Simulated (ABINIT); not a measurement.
Pt in ABINIT: convergence with k mesh

The system is Pt.

```
Pt
1.0
     2.76067    0.00000    0.00000
    -1.38033    2.39081    0.00000
     0.00000    0.00000    4.79213
Pt
2
Direct
  0.33333 0.66667 0.25000
  0.66667 0.33333 0.75000
```

This isn't the form of Pt at room conditions, which is fcc.

* Program: ABINIT 10.8.3 (patched build)
* Task: single point
* Functional: PBE
* Potentials or basis: PseudoDojo NC SR PBE v0.5 stringent
* Cutoff: 1143 eV
* k mesh: 2 × 2 × 1
* Occupations: gaussian, width 0.1 eV
* Spin: no spin polarisation

These are the settings of the first run; the series varies k mesh, with any setting tied to it.

Hardware: 1 thread of AMD EPYC 9R45 96-Core Processor (Zen 5), on a shared host.

```
     k mesh  energy less the tightest run, at zero smearing (meV/atom)  pressure (GPa)  SCF cycles  CPU time (s)  peak memory (GiB)
  2 × 2 × 1                                                    1604.52           23.12           9           1.7               0.07
  3 × 3 × 2                                                     551.24            5.61          10           5.5               0.07
  4 × 4 × 2                                                     -61.88           -2.84           8           5.5               0.07
  5 × 5 × 3                                                     135.94            0.16           9             9               0.07
  7 × 7 × 4                                                      17.01           -1.13           9            20               0.09
  8 × 8 × 4                                                      19.06           -1.04           9            25               0.09
  9 × 9 × 5                                                     -23.39           -1.74           8            28                0.1
11 × 11 × 6                                                       3.70           -1.23           8            51               0.12
14 × 14 × 8                                                       0.00           -1.38           8            96               0.18
```

Not settled before the last step: the energy (to 1 meV/atom), the pressure (to 0.1 GPa). Meshes of other sizes hit other points, so gaps and Fermi surfaces needn't settle smoothly. The tightest run that finished is the yardstick and may itself not be fully converged.

Spin-orbit coupling is left out, which matters for the levels of Pt.
